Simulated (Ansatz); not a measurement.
# RuO2: pressure series

Base system: RuO₂ in the rutile structure (space group P4_2/mnm, No. 136; a = 4.480 Å, c = 3.107 Å).

Cell and atoms are relaxed at each pressure.

Calculations: r2SCAN (Ansatz, an electronic-structure program; PAW; 500 eV plane waves; spin-orbit coupling left out).

Notes on the quantities. enthalpy: H = E + PV relative to the base's energy.

```csv
change,volume per atom,enthalpy
base,10.39 Å³,–
pressure −2 GPa,10.47 Å³,-0.13 eV/atom
pressure −1 GPa,10.43 Å³,-0.06 eV/atom
pressure 3 GPa,10.28 Å³,+0.19 eV/atom
pressure 7 GPa,10.15 Å³,+0.45 eV/atom
pressure 15 GPa,9.91 Å³,+0.95 eV/atom
pressure 30 GPa,9.52 Å³,+1.86 eV/atom
pressure 50 GPa,9.10 Å³,+3.02 eV/atom
pressure 75 GPa,8.68 Å³,+4.41 eV/atom
pressure 100 GPa,8.34 Å³,+5.73 eV/atom
```

Load acts through the strain it causes; cell and atoms are relaxed under it. Whether these cells are dynamically stable was not tested. No other phases were tried under pressure. Starting moments died away, wholly or in part, for the base; another magnetic solution may exist. No Hubbard U is applied, and correlation can decide whether such a compound is a metal. The final runs are not spin-polarised.
